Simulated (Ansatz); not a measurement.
The system is P.

```
P
1.0
     1.64774   -5.46504    0.00000
     1.64774    5.46504    0.00000
     0.00000    0.00000    4.54364
P
4
Direct
  0.90414 0.09586 0.58882
  0.09586 0.90414 0.41118
  0.59586 0.40414 0.08882
  0.40414 0.59586 0.91118
```

Base run:

* Program: Ansatz 0.2.0
* Functional: BLYP
* Potentials or basis: Ansatz PAW
* Cutoff: 420 eV (not typed: the program's choice for these potentials)
* k mesh: 5 × 5 × 4
* Occupations: fermi-dirac, width 0.05 eV
* Spin: no spin polarisation

Its results: band gap on the k mesh 0.52 eV, direct; pressure 6.5 GPa; largest force 0.457 eV/Å.

Q: The run is repeated on the same cell with these changes: functional from BLYP to PBEsol. What comes out?

A: Band gap on the k mesh 0.37 eV, direct; pressure -0.5 GPa; largest force 0.291 eV/Å.

PBEsol binds more tightly than BLYP, so the same cell stands under less pressure.

Caveats: odd divisions of the mesh miss points on the zone boundary, where band edges often lie, so the gap on the mesh can be too wide; the PAW data sets come from PBE, with cores solved anew for the run's functional, which leaves a small shift of forces and pressure; the density of states is complete only up to the lowest level of the last band computed.

A k mesh can miss the band edges.
